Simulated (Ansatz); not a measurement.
## Phonon dispersion of Al

Level of theory: DFT PBE, scalar-relativistic, plane waves, PAW (Ansatz 0.2.0). Plane waves to 420 eV; Γ-centred k mesh 24×24×12; Fermi-Dirac smearing of 0.15 eV. No spin polarisation. Phonons by linear response, acoustic sum rule imposed.

The cell, relaxed at this level:
```yaml
crystal:
  lattice:
    - [1.42739, -2.47231, 0.00000]
    - [1.42739, 2.47231, 0.00000]
    - [0.00000, 0.00000, 4.72088]
  atoms:
    - { symbol: Al, position: [0.33333, 0.66667, 0.25000] }
    - { symbol: Al, position: [0.66667, 0.33333, 0.75000] }
```

The structure comes from a generated guess, relaxed at this level; another structure or a mixture of phases may lie lower. In a metal, frequencies and elastic constants depend on the k mesh and the smearing, soft modes and shear constants most. Some empty bands missed the eigensolver's threshold. The q mesh is coarse, so values between its points are rough. This form isn't the element's ground state: it lies 33 meV/atom above the standard structure at this level.

Force constants from linear response on a 3×3×2 q mesh.

Path: Γ–M–K–Γ–A–L–H–A | L–M | H–K. Only the points of the 3×3×2 mesh were computed; the rest is interpolation, which is rough on so few points. On the mesh no mode is imaginary. Distance along the path (Å⁻¹), then the branches (cm⁻¹, negative for imaginary):
```
0.000  0 0 0 139 139 307
0.159  19 22 54 141 147 305
0.318  39 44 106 146 167 299
0.476  61 68 154 154 195 289
0.635  85 91 164 196 226 276
0.794  109 112 173 227 257 262
0.953  130 133 180 246 249 283
1.112  142 152 184 231 263 300
1.271  146 161 186 224 267 306
1.362  148 161 189 224 267 305
1.454  154 163 196 223 267 304
1.546  163 166 207 221 266 301
1.637  171 174 218 221 264 298
1.729  176 184 215 234 263 294
1.821  182 193 210 247 261 289
1.913  189 199 204 257 260 284
2.004  197 197 202 260 260 282
2.188  179 193 214 248 262 284
2.371  155 173 226 232 261 278
2.555  129 145 203 250 250 257
2.738  100 114 180 223 231 268
2.921  72 83 160 179 204 284
3.105  46 53 121 150 174 296
3.288  22 26 62 142 149 304
3.472  0 0 0 139 139 307
3.555  7 7 29 138 138 306
3.638  15 15 58 134 134 301
3.721  24 24 87 129 129 293
3.804  33 33 114 121 121 283
3.888  44 44 112 112 141 269
3.971  55 55 102 102 167 253
4.054  66 66 90 90 191 235
4.137  79 79 79 79 214 214
4.296  84 84 91 91 215 215
4.455  97 97 116 116 220 220
4.614  114 114 141 141 232 232
4.772  132 132 157 157 250 250
4.931  148 148 164 164 271 271
5.090  161 161 168 168 290 290
5.249  169 169 169 169 302 302
5.408  169 169 172 172 307 307
5.500  167 167 177 177 306 306
5.591  164 164 186 186 304 304
5.683  163 163 197 197 302 302
5.775  162 162 209 209 298 298
5.866  162 162 222 222 293 293
5.958  162 162 234 234 288 288
6.050  162 162 242 242 284 284
6.141  162 162 246 246 282 282
6.325  162 162 235 235 286 286
6.508  161 161 213 213 286 286
6.692  159 159 188 188 277 277
6.875  149 149 165 165 259 259
7.059  127 127 148 148 238 238
7.242  103 103 124 124 223 223
7.425  85 85 94 94 216 216
7.609  79 79 79 79 214 214
7.609  169 169 172 172 307 307
7.692  163 168 176 177 303 310
7.775  159 164 179 186 297 311
7.858  156 160 181 195 291 312
7.941  155 156 183 204 284 311
8.025  152 157 184 212 278 309
8.108  149 158 185 218 272 308
8.191  147 160 186 223 269 306
8.274  146 161 186 224 267 306
8.274  162 162 246 246 282 282
8.357  163 163 238 253 281 281
8.441  166 166 230 260 280 280
8.524  172 172 223 267 277 277
8.607  178 178 216 272 273 273
8.690  184 184 210 269 269 276
8.773  191 191 206 265 265 279
8.857  195 195 203 262 262 281
8.940  197 197 202 260 260 282
```
